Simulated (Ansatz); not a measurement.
## Sb in Ansatz: the effect of functional

The system is Sb.

```
Sb
1.0
    -1.89597    1.89597    1.89597
     1.89597   -1.89597    1.89597
     1.89597    1.89597   -1.89597
Sb
1
Direct
  0.00000 0.00000 0.00000
```

This isn't the form of Sb at room conditions, which is rhombohedral.

The cell isn't the ideal one: volume scaled by 1.04.

Alike in all runs:

```yaml
Program: Ansatz 0.2.0
Task: single point
Potentials_or_basis: Ansatz PAW
k_mesh: 10 × 10 × 10
Occupations: fermi-dirac, width 0.05 eV
Spin: no spin polarisation
```

Q: One run gave: pressure -3.6 GPa. Which functional did it use?
A. LDA
B. PBEsol
C. r2SCAN

A: A.

```tsv
functional	cutoff	pressure (GPa)
LDA	420 eV (not typed: the program's choice for these potentials)	-3.6
PBEsol	420 eV (not typed: the program's choice for these potentials)	-2.4
r2SCAN	500 eV (not typed: the program's choice for these potentials)	-0.1
```

Caveats: the PAW data sets come from PBE, with cores solved anew for the run's functional, which leaves a small shift of forces and pressure.
